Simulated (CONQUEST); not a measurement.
BAs:

```
As B
1.0
     3.37785    0.00000    0.00000
     0.00000    3.37785    0.00000
     0.00000    0.00000    4.77700
As B
2 2
Cartesian
  0.0000 1.6889 1.1943
  1.6889 0.0000 3.5827
  0.0000 0.0000 0.0000
  1.6889 1.6889 2.3885
```

Base run:

```yaml
Program: CONQUEST 1.3
Functional: PBE
Potentials_or_basis: PseudoDojo NC PBE, DZP, grid cutoff 120 Ha
k_mesh: 8 × 8 × 6
Occupations: fermi-dirac, width 0.05 eV
Spin: no spin polarisation
```

Its results: band gap on the k mesh 1.22 eV; pressure 5.3 GPa.

**Question.** After a change of settings the same cell gave: band gap on the k mesh 1.42 eV; pressure 10.2 GPa. Which change was it?
A. potentials or basis from PseudoDojo NC PBE, DZP, grid cutoff 120 Ha to PseudoDojo NC PBE, SZP, grid cutoff 120 Ha
B. potentials or basis from PseudoDojo NC PBE, DZP, grid cutoff 120 Ha to PseudoDojo NC PBE, DZ, grid cutoff 120 Ha
C. potentials or basis from PseudoDojo NC PBE, DZP, grid cutoff 120 Ha to PseudoDojo NC PBE, SZ, grid cutoff 120 Ha

**Answer.** A.

Caveats: the basis of atomic orbitals isn't converged, which shifts pressures, moduli and gaps; the real-space grid breaks the cell's symmetry a little; the atomic basis is small (some runs).
